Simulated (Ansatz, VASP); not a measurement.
PbF2: VASP beside Ansatz

```
Pb F
1.0
     0.00000    2.98119    2.98119
     2.98119    0.00000    2.98119
     2.98119    2.98119    0.00000
Pb F
1 2
Cartesian
  0.0000 0.0000 0.0000
  1.4906 1.4906 1.4906
  4.4718 4.4718 4.4718
```

Alike in both runs: functional PBE; dispersion D3(BJ); k mesh 8 × 8 × 8; occupations gaussian, width 0.02 eV; no spin polarisation.

Ansatz relaxed the structure, and its values are those at the end. VASP's run is a single point on that final structure, the one shown.

|  | VASP | Ansatz |
| --- | --- | --- |
| version | VASP 6.6.1 | Ansatz 0.2.0 |
| potentials or method | VASP PAW PBE potentials, release 64 (Pb_d, F) | scalar-relativistic, plane waves, PAW |
| plane-wave cutoff (eV) | 520 | 420 |
| valence electrons in the cell | 28 | 28 |

Ansatz gave:

* gap on the k mesh at the Fermi level (eV): 4.42
* least direct gap on the mesh (eV): 4.57
* pressure (GPa): 0.0

**Question.** What did VASP give for the same quantities?

**Answer.** gap on the k mesh at the Fermi level (eV): 4.42; least direct gap on the mesh (eV): 4.56; pressure (GPa): -0.2.

Ansatz warned: «relaxed_geometry_near_dispersion_switch».

Caveats: spin-orbit coupling is left out, which as a rule narrows the gap of such compounds by several tenths of an eV. A k mesh can miss the band edges. As with any semilocal functional, this PBE gap is likely too small.
